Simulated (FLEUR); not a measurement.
# InP (F-43m) in FLEUR: notebook

Runs on InP. Level: AM05. Tasks: band structure, equation of state.

Program: FLEUR MaX-R8.1 (later development tree). These are calculated values, not measurements. Logs are shortened: lines on timing, memory, paths and dates and some standing lists are left out, and cuts for length are marked.

**The experiment to reproduce.**

From a printed reference work, data compilation, for a bulk crystal of InP: band gap 1.4236 eV (direct) at 1.6 K; bulk modulus 71 GPa.

The results are compared with them further down.

### Step 1. Starting point

It takes space group F-43m (No. 216, cubic). The conventional cell has a = 5.861 Å, b = 5.861 Å, c = 5.861 Å, α = 90.00°, β = 90.00°, γ = 90.00°. In (site symmetry -43m) is surrounded by 4 P at 2.54 Å. P (site symmetry -43m) is surrounded by 4 In at 2.54 Å.

### Step 2. Band structure, AM05

The input, inp.xml:

```xml
<?xml version="1.0" encoding="UTF-8" standalone="no"?>
<fleurInput fleurInputVersion="0.39">
   <comment>
      InP                                                                                                 
   </comment>
   <calculationSetup>
      <cutoffs Kmax="4.85" Gmax="15.0" GmaxXC="15.0" numbands="0"/>
      <scfLoop itmax="60" minDistance="0.00001" maxIterBroyd="15" imix="Anderson" alpha="0.05" precondParam="0.0" spinf="2.0" sdNocoIR="T"/>
      <coreElectrons ctail="T" frcor="F" kcrel="0" coretail_lmax="0"/>
      <xcFunctional name="LibXC" relativisticCorrections="F">
         <LibXCName exchange="gga_x_am05" correlation="gga_c_am05"/>
      </xcFunctional>
      <magnetism jspins="1"/>
      <soc l_soc="F" theta="0.0" phi="0.0" spav="F"/>
      <expertModes spex="0" secvar="F"/>
      <geometryOptimization l_f="F" forcealpha="1.0" forcemix="BFGS" epsdisp="0.00001" epsforce="0.00001"/>
      <ldaU l_linMix="F" mixParam="0.05" spinf="1.0"/>
   </calculationSetup>
   <cell>
      <bzIntegration valenceElectrons="32.0" mode="hist" fermiSmearingEnergy="0.00183747">
         <kPointListSelection listName="default-1"/>
         <!-- k-points included here -->
[... 35 lines left out ...]
            <stateOccupation state="(3p1/2)" spinUp="0.500000" spinDown="0.500000"/>
            <stateOccupation state="(3p3/2)" spinUp="1.000000" spinDown="1.000000"/>
         </electronConfig>
         <energyParameters s="3" p="3" d="3" f="4"/>
         <lo type="SCLO" l="1" n="2" eDeriv="0"/>
         <lo type="SCLO" l="0" n="3" eDeriv="2"/>
         <lo type="SCLO" l="2" n="3" eDeriv="2"/>
         <lo type="SCLO" l="3" n="4" eDeriv="2"/>
      </species>
   </atomSpecies>
   <atomGroups>
      <atomGroup species="Indium (In)">
         <relPos label="                   1">.0000000000 .0000000000 .0000000000</relPos>
         <force calculate="T" relaxXYZ="TTT"/>
      </atomGroup>
      <atomGroup species="Phosphorous (P)">
         <relPos label="                   2">-1.000/4.000 -1.000/4.000 -1.000/4.000</relPos>
         <force calculate="T" relaxXYZ="TTT"/>
      </atomGroup>
   </atomGroups>
   <output dos="F" band="F" slice="F">
      <checks vchk="F" cdinf="F"/>
      <bandDOS minEnergy="-.5*Htr" maxEnergy="0.5*Htr" sigma="0.015" storeEVData="T"/>
      <vacuumDOS vacdos="F" integ="F" star="F" nstars="0" locx1="0.0" locy1="0.0" locx2="0.0" locy2="0.0" nstm="0" tworkf="0.0"/>
      <unfoldingBand unfoldBand="F" supercellX="1" supercellY="1" supercellZ="1"/>
      <plotting iplot="0" polar="F">
         <plot TwoD="T" vec1="  1.0  0.0  0.0" vec2="  0.0  1.0  0.0" vec3="  0.0  0.0  1.0" zero="  0.0  0.0  0.0" file="plot"/>
      </plotting>
      <chargeDensitySlicing numkpt="0" minEigenval="0.0" maxEigenval="0.0" nnne="0" pallst="F"/>
      <specialOutput eonly="F"/>
      <moessbauerParams electricFieldGradient="T" isomerShift="T" coreHyperfine="T" valenceHyperfine="T"/>
      <magneticCircularDichroism mcd="F" energyLo="-10.0" energyUp="0.0"/>
   </output>
  <!-- We include the file relax.xml here to enable relaxations (see documentation) -->
  <xi:include xmlns:xi="http://www.w3.org/2001/XInclude" href="relax.xml"> <xi:fallback/> </xi:include>
</fleurInput>
```

The input, crystal.txt:

```
InP
&input cartesian=F /
0.0000000000  2.9305000000  2.9305000000
2.9305000000  0.0000000000  2.9305000000
2.9305000000  2.9305000000  0.0000000000
1.8897261246
1.0 1.0 1.0

2
49 0.0000000000  0.0000000000  0.0000000000
15 0.7500000000  0.7500000000  0.7500000000

&kpt div1=8 div2=8 div3=8 gamma=T /
```

The input, inp.xml (bands):

```
<?xml version="1.0" encoding="UTF-8" standalone="no"?>
<fleurInput fleurInputVersion="0.39">
   <comment>
      InP                                                                                                 
   </comment>
   <calculationSetup>
      <cutoffs Kmax="4.85" Gmax="15.0" GmaxXC="15.0" numbands="0"/>
      <scfLoop itmax="60" minDistance="0.00001" maxIterBroyd="15" imix="Anderson" alpha="0.05" precondParam="0.0" spinf="2.0" sdNocoIR="T"/>
      <coreElectrons ctail="T" frcor="F" kcrel="0" coretail_lmax="0"/>
      <xcFunctional name="LibXC" relativisticCorrections="F">
         <LibXCName exchange="gga_x_am05" correlation="gga_c_am05"/>
      </xcFunctional>
      <magnetism jspins="1"/>
      <soc l_soc="F" theta="0.0" phi="0.0" spav="F"/>
      <expertModes spex="0" secvar="F"/>
      <geometryOptimization l_f="F" forcealpha="1.0" forcemix="BFGS" epsdisp="0.00001" epsforce="0.00001"/>
      <ldaU l_linMix="F" mixParam="0.05" spinf="1.0"/>
   </calculationSetup>
   <cell>
      <bzIntegration valenceElectrons="32.0" mode="hist" fermiSmearingEnergy="0.00183747">
         <kPointListSelection listName="path-1"/>
         <!-- k-points included here -->
         <xi:include xmlns:xi="http://www.w3.org/2001/XInclude" href="kpts.xml"> </xi:include>
[... 34 lines left out ...]
            <stateOccupation state="(3p1/2)" spinUp="0.500000" spinDown="0.500000"/>
            <stateOccupation state="(3p3/2)" spinUp="1.000000" spinDown="1.000000"/>
         </electronConfig>
         <energyParameters s="3" p="3" d="3" f="4"/>
         <lo type="SCLO" l="1" n="2" eDeriv="0"/>
         <lo type="SCLO" l="0" n="3" eDeriv="2"/>
         <lo type="SCLO" l="2" n="3" eDeriv="2"/>
         <lo type="SCLO" l="3" n="4" eDeriv="2"/>
      </species>
   </atomSpecies>
   <atomGroups>
      <atomGroup species="Indium (In)">
         <relPos label="                   1">.0000000000 .0000000000 .0000000000</relPos>
         <force calculate="T" relaxXYZ="TTT"/>
      </atomGroup>
      <atomGroup species="Phosphorous (P)">
         <relPos label="                   2">-1.000/4.000 -1.000/4.000 -1.000/4.000</relPos>
         <force calculate="T" relaxXYZ="TTT"/>
      </atomGroup>
   </atomGroups>
   <output dos="F" band="T" slice="F">
      <checks vchk="F" cdinf="F"/>
      <bandDOS minEnergy="-.5*Htr" maxEnergy="0.5*Htr" sigma="0.015" storeEVData="T"/>
      <vacuumDOS vacdos="F" integ="F" star="F" nstars="0" locx1="0.0" locy1="0.0" locx2="0.0" locy2="0.0" nstm="0" tworkf="0.0"/>
      <unfoldingBand unfoldBand="F" supercellX="1" supercellY="1" supercellZ="1"/>
      <plotting iplot="0" polar="F">
         <plot TwoD="T" vec1="  1.0  0.0  0.0" vec2="  0.0  1.0  0.0" vec3="  0.0  0.0  1.0" zero="  0.0  0.0  0.0" file="plot"/>
      </plotting>
      <chargeDensitySlicing numkpt="0" minEigenval="0.0" maxEigenval="0.0" nnne="0" pallst="F"/>
      <specialOutput eonly="F"/>
      <moessbauerParams electricFieldGradient="T" isomerShift="T" coreHyperfine="T" valenceHyperfine="T"/>
      <magneticCircularDichroism mcd="F" energyLo="-10.0" energyUp="0.0"/>
   </output>
  <!-- We include the file relax.xml here to enable relaxations (see documentation) -->
  <xi:include xmlns:xi="http://www.w3.org/2001/XInclude" href="relax.xml"> <xi:fallback/> </xi:include>
</fleurInput>
```

Potentials or basis: all-electron, FLAPW.

Started as:

```console
$ inpgen -f crystal.txt -profile fastHighL
$ # inp.xml edited to the form shown
$ fleur_MPI
$ fleur_MPI   # second run, on inp.xml (bands)
```

Log:

```text
Welcome to FLEUR        (www.flapw.de)
      MaX-Release 8.1          (www.max-centre.eu)
 func_ids         135         120         135         120
The functional 'Armiento & Mattsson 05' is an exchange functional, it belongs to the 'GGA' family and is defined in the reference(s):
[1] R. Armiento and A. E. Mattsson.,  Phys. Rev. B 72, 085108 (2005)
[2] A. E. Mattsson, R. Armiento, J. Paier, G. Kresse, J. M. Wills, and T. R. Mattsson.,  J. Chem. Phys. 128, 084714 (2008)
The functional 'Armiento & Mattsson 05' is a correlation functional, it belongs to the 'GGA' family and is defined in the reference(s):
[1] R. Armiento and A. E. Mattsson.,  Phys. Rev. B 72, 085108 (2005)
[2] A. E. Mattsson, R. Armiento, J. Paier, G. Kresse, J. M. Wills, and T. R. Mattsson.,  J. Chem. Phys. 128, 084714 (2008)
 Using same functional for VXC and EXC

 ========== k-point set info ==========
 Selected k-point list: default-1
 k-point list type: mesh
 8 x 8 x 8
 Number of k points: 29

 ------------Calculation Setup---------------------------
 Number of MPI-tasks      :            1
 Number of PE/node        :            1
 Number of OMP-threads    :            1
 Most efficient MPI parallelization for:
           1          29
 Additional eigenvalue parallelization possible
 Number of basis functions:          736
 Approximate size of matrices (H+S) per k-point:         0.016 GB
 --------------------------------------------------------
 Iteration:     1   Distance:       7.30971772 me/bohr^3
 Iteration:     2   Distance:       6.68107778 me/bohr^3
 Iteration:     3   Distance:       3.45251247 me/bohr^3
 Iteration:     4   Distance:       1.01112821 me/bohr^3
 Iteration:     5   Distance:       0.70597314 me/bohr^3
 Iteration:     6   Distance:       0.22309588 me/bohr^3
 Iteration:     7   Distance:       0.19997722 me/bohr^3
 Iteration:     8   Distance:       0.02559088 me/bohr^3
 Iteration:     9   Distance:       0.02381627 me/bohr^3
 Iteration:    10   Distance:       0.00224194 me/bohr^3
 Iteration:    11   Distance:       0.00180195 me/bohr^3
 Iteration:    12   Distance:       0.00041355 me/bohr^3
 Iteration:    13   Distance:       0.00006384 me/bohr^3
 Iteration:    14   Distance:       0.00007486 me/bohr^3
 Iteration:    15   Distance:       0.00000532 me/bohr^3

 ********************************************************************
 Run finished successfully
 Stop message:
   all done
 ********************************************************************
```

It took 3.3 min on 1 thread of Arm Neoverse V1, shared host; peak memory 0.08 GiB.

What came out:

```
Free energy                                           : -169239.2971 eV
Band gap on the k mesh                                : 0.70 eV, direct
Band gap along the path                               : 0.70 eV, direct
Valence electrons inside the program's atomic spheres : In 19.03; P 8.81 (radii In 2.42, P 2.02 bohr)
```

Levels at the corners of the path, in eV from the valence-band top:
```csv
point,band 13,band 14,band 15,band 16,band 17,band 18,band 19,band 20
Γ,-11.51,0.00,0.00,0.00,0.70,4.06,4.06,4.06
X,-9.10,-5.79,-2.33,-2.33,1.73,2.23,9.18,9.57
W,-9.02,-5.64,-2.96,-2.93,4.26,4.36,5.56,6.15
K,-9.11,-5.65,-3.32,-1.95,2.33,4.36,7.49,7.49
Γ,-11.51,0.00,0.00,0.00,0.70,4.06,4.06,4.06
L,-9.77,-5.76,-0.98,-0.98,1.47,4.79,4.79,7.04
U,-9.11,-5.65,-3.32,-1.95,2.33,4.36,7.49,7.49
W,-9.02,-5.64,-2.96,-2.93,4.26,4.36,5.56,6.15
L,-9.77,-5.76,-0.98,-0.98,1.47,4.79,4.79,7.04
K,-9.11,-5.65,-3.32,-1.95,2.33,4.36,7.49,7.49
U,-9.11,-5.65,-3.32,-1.95,2.33,4.36,7.49,7.49
X,-9.10,-5.79,-2.33,-2.33,1.73,2.23,9.18,9.57
```

Core levels (eV from the Fermi level):
| atom | levels |
| --- | --- |
| 1 In | 1s1/2 -27702.0, 2s1/2 -4144.0, 2p1/2 -3865.4, 2p3/2 -3654.9, 3s1/2 -782.5, 3p1/2 -670.1, 3p3/2 -632.0, 3d3/2 -432.8, 3d5/2 -425.0 |
| 2 P | 1s1/2 -2070.6, 2s1/2 -167.4 |

Caveat: spin-orbit coupling is left out, which moves the levels of the heavy elements.

### Step 3. Equation of state, AM05, 23.66 Å³/atom (volume scaled by 0.94)

Changes to inp.xml since step 2:

```diff
@@ -6,3 +6,3 @@
    <calculationSetup>
-      <cutoffs Kmax="4.85" Gmax="15.0" GmaxXC="15.0" numbands="0"/>
+      <cutoffs Kmax="5.0" Gmax="15.5" GmaxXC="15.5" numbands="0"/>
       <scfLoop itmax="60" minDistance="0.00001" maxIterBroyd="15" imix="Anderson" alpha="0.05" precondParam="0.0" spinf="2.0" sdNocoIR="T"/>
@@ -26,3 +26,3 @@
       <xi:include xmlns:xi="http://www.w3.org/2001/XInclude" href="sym.xml"> </xi:include>
-      <bulkLattice scale="1.0">
+      <bulkLattice scale="0.9795861087">
          <bravaisMatrix>
@@ -36,3 +36,3 @@
       <species name="Indium (In)" element="In" atomicNumber="49">
-         <mtSphere radius="2.42" gridPoints="801" logIncrement="0.016"/>
+         <mtSphere radius="2.35" gridPoints="801" logIncrement="0.016"/>
          <atomicCutoffs lmax="10" lnonsphr="8"/>
@@ -52,3 +52,3 @@
       <species name="Phosphorous (P)" element="P" atomicNumber="15">
-         <mtSphere radius="2.02" gridPoints="669" logIncrement="0.017"/>
+         <mtSphere radius="1.96" gridPoints="669" logIncrement="0.017"/>
          <atomicCutoffs lmax="8" lnonsphr="6"/>
```

Potentials or basis: all-electron, FLAPW.

Started as:

```console
$ inpgen -f crystal.txt -profile fastHighL
$ # inp.xml edited to the form shown
$ fleur_MPI
```

It took 3.1 min on 1 thread of Arm Neoverse V1, shared host; peak memory 0.08 GiB.

The run converged. Its results:

```
Free energy                                           : -169239.2365 eV
Band gap on the k mesh                                : 1.03 eV, direct
Valence electrons inside the program's atomic spheres : In 18.90; P 8.67 (radii In 2.35, P 1.96 bohr)
```

Caveat: spin-orbit coupling is left out, which moves the levels of the heavy elements.

### Step 4. Equation of state, AM05, 24.16 Å³/atom (volume scaled by 0.96)

Changes to inp.xml since step 3:

```diff
@@ -26,3 +26,3 @@
       <xi:include xmlns:xi="http://www.w3.org/2001/XInclude" href="sym.xml"> </xi:include>
-      <bulkLattice scale="0.9795861087">
+      <bulkLattice scale="0.9864848297">
          <bravaisMatrix>
```

Started as:

```console
$ inpgen -f crystal.txt -profile fastHighL
$ # inp.xml edited to the form shown
$ fleur_MPI
```

It took 3.7 min on 1 thread of Arm Neoverse V1, shared host; peak memory 0.08 GiB.

It converged, with:

- Free energy: -169239.2672 eV
- Band gap on the k mesh: 0.92 eV, direct
- Valence electrons inside the program's atomic spheres: In 18.88; P 8.65 (radii In 2.35, P 1.96 bohr)

Caveat: spin-orbit coupling is left out, which moves the levels of the heavy elements.

### Step 5. Equation of state, AM05, 25.17 Å³/atom

Changes to inp.xml since step 4:

```diff
@@ -26,3 +26,3 @@
       <xi:include xmlns:xi="http://www.w3.org/2001/XInclude" href="sym.xml"> </xi:include>
-      <bulkLattice scale="0.9864848297">
+      <bulkLattice scale="1.0000000000">
          <bravaisMatrix>
```

Started as:

```console
$ inpgen -f crystal.txt -profile fastHighL
$ # inp.xml edited to the form shown
$ fleur_MPI
```

Run time: 4.6 min. Hardware: 1 thread of Arm Neoverse V1, shared host; peak memory 0.09 GiB.

It converged, with:

```yaml
Free_energy: -169239.2972 eV
Band_gap_on_the_k_mesh: 0.69 eV, direct
Valence_electrons_inside_the_program's_atomic_spheres: In 18.85; P 8.63 (radii In 2.35, P 1.96 bohr)
```

Caveat: spin-orbit coupling is left out, which moves the levels of the heavy elements.

### Step 6. Equation of state, AM05, 26.17 Å³/atom (volume scaled by 1.04)

Changes to inp.xml since step 5:

```diff
@@ -26,3 +26,3 @@
       <xi:include xmlns:xi="http://www.w3.org/2001/XInclude" href="sym.xml"> </xi:include>
-      <bulkLattice scale="1.0000000000">
+      <bulkLattice scale="1.0131594038">
          <bravaisMatrix>
```

Potentials or basis: all-electron, FLAPW.

Started as:

```console
$ inpgen -f crystal.txt -profile fastHighL
$ # inp.xml edited to the form shown
$ fleur_MPI
```

It took 5.2 min on 1 thread of Arm Neoverse V1, shared host; peak memory 0.09 GiB.

Results (log left out):

```
Free energy                                           : -169239.2919 eV
Band gap on the k mesh                                : 0.48 eV, direct
Valence electrons inside the program's atomic spheres : In 18.82; P 8.60 (radii In 2.35, P 1.96 bohr)
```

Caveat: spin-orbit coupling is left out, which moves the levels of the heavy elements.

### Step 7. Equation of state, AM05, 26.68 Å³/atom (volume scaled by 1.06)

Changes to inp.xml since step 6:

```diff
@@ -26,3 +26,3 @@
       <xi:include xmlns:xi="http://www.w3.org/2001/XInclude" href="sym.xml"> </xi:include>
-      <bulkLattice scale="1.0131594038">
+      <bulkLattice scale="1.0196128224">
          <bravaisMatrix>
```

Started as:

```console
$ inpgen -f crystal.txt -profile fastHighL
$ # inp.xml edited to the form shown
$ fleur_MPI
```

It took 4.1 min on 1 thread of Arm Neoverse V1, shared host; peak memory 0.09 GiB.

The run converged. Its results:

| Property | Result |
| --- | --- |
| Free energy | -169239.2782 eV |
| Band gap on the k mesh | 0.37 eV, direct |
| Valence electrons inside the program's atomic spheres | In 18.81; P 8.59 (radii In 2.35, P 1.96 bohr) |

Caveat: spin-orbit coupling is left out, which moves the levels of the heavy elements.

### Step 8. Equation of state, AM05

This step only gathers the single runs of the series.

What came out:

```yaml
Equilibrium_volume: 25.50 Å³/atom
Bulk_modulus: 66 GPa
Pressure_derivative_of_the_bulk_modulus: "4.3 (rough: it moves with the points fitted)"
```

Energy against volume, from the lowest point:
| volume (Å³/atom) | energy (meV/atom) |
| --- | --- |
| 23.657 | 30.33 |
| 24.160 | 15.02 |
| 25.167 | 0.00 |
| 26.173 | 2.66 |
| 26.677 | 9.48 |

### Step 9. How close it comes

Step 2. A measured gap of InP is 1.4236 eV (direct; 1.6 K; a printed reference work, data compilation); the calculated 0.70 eV misses it by -0.73 eV. Spin-orbit coupling on In is left out. The value is that of AM05, without temperature or zero-point motion. Semilocal functionals fall short of measured gaps as a rule.

Step 8. A measured bulk modulus of InP is 71 GPa (a printed reference work, data compilation); the calculated 66 GPa misses it by -7.0 %. The fit is for a static lattice scaled at fixed shape and fixed fractional positions.
